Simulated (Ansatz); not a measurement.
## The polar optical mode of KCl, worked through

These are results of Ansatz, DFT PBE, scalar-relativistic, plane waves, PAW, not measurements. Plane waves to 420 eV; Γ-centred k mesh 6×6×6; fixed occupations. No spin polarisation. Phonons by linear response, acoustic sum rule imposed.

The cell is fixed (symmetry leaves no force on the atoms) and stands under 0.0 GPa:
```
K Cl
1.0
     3.83390    0.00000    0.00000
     0.00000    3.83390    0.00000
     0.00000    0.00000    3.83390
K Cl
1 1
Direct
  0.00000 0.00000 0.00000
  0.50000 0.50000 0.50000
```

The cell is the ideal cubic caesium chloride prototype; this isn't the usual structure of the compound.

Linear response gives ν_TO = 97.0 cm⁻¹, Born charges ±1.196 e (positive on K) and ε∞ = 2.547. The primitive cell holds 56.354 Å³, and the masses are 39.098 and 35.450 amu.

Question: Find ν_LO and the static dielectric constant.

Answer: The long-wave field adds a restoring force: ω_LO² − ω_TO² = Z*²e²/(ε_vac ε∞ μV). In these units ν_LO² − ν_TO² = 4.92064×10⁷ Z*²/(μ V ε∞) cm⁻², with μ = m₁m₂/(m₁ + m₂) = 18.592 amu: 26384 cm⁻². So ν_LO = √(97.0² + 26384) = 189.2 cm⁻¹, and the run gives 189.2. Lyddane–Sachs–Teller then gives ε0 = ε∞ (ν_LO/ν_TO)² = 9.69, against 9.69 in the run (it forms both from the same three quantities, so the match checks the arithmetic only). Between ν_TO and ν_LO the dielectric function is negative and an undamped crystal reflects fully: a reststrahlen band from 52.9 to 103.1 μm.

Question: What do the Clausius–Mossotti polarisability and the Szigeti charge come to?

Answer: With the Lorentz local field, α = (3V/4π)(ε∞ − 1)/(ε∞ + 2) = 4.58 Å³ for the pair, and e_S = 3Z*/(ε∞ + 2) = 0.79 e. The Born charge includes the electrons' response to the dipole's own local field, and e_S takes that enhancement out. The Lorentz field assumes point-like polarisable ions, a fair picture at this small ε∞.

Question: How strongly does a slow electron couple to the LO mode?

Answer: For one isotropic parabolic band, Fröhlich's constant is α_F = (1/ε∞ − 1/ε0) √(m* Ry/ħω_LO), with Ry = 13.606 eV, ħω_LO = 23.5 meV and m* in free-electron masses: α_F = 0.2894 × 24.08 × √m* = 6.97 √m*. The band mass isn't part of this run; for m* = 0.1, 0.3 and 1 it gives 2.20, 3.82, 6.97. In weak coupling the polaron lies α_F ħω_LO below the band edge (90 meV at m* = 0.3) with a mass m*(1 + α_F/6); past α_F of about 5 or 6 that expansion fails. A semilocal functional's ε∞ tends to be too large, which taken alone lowers α_F.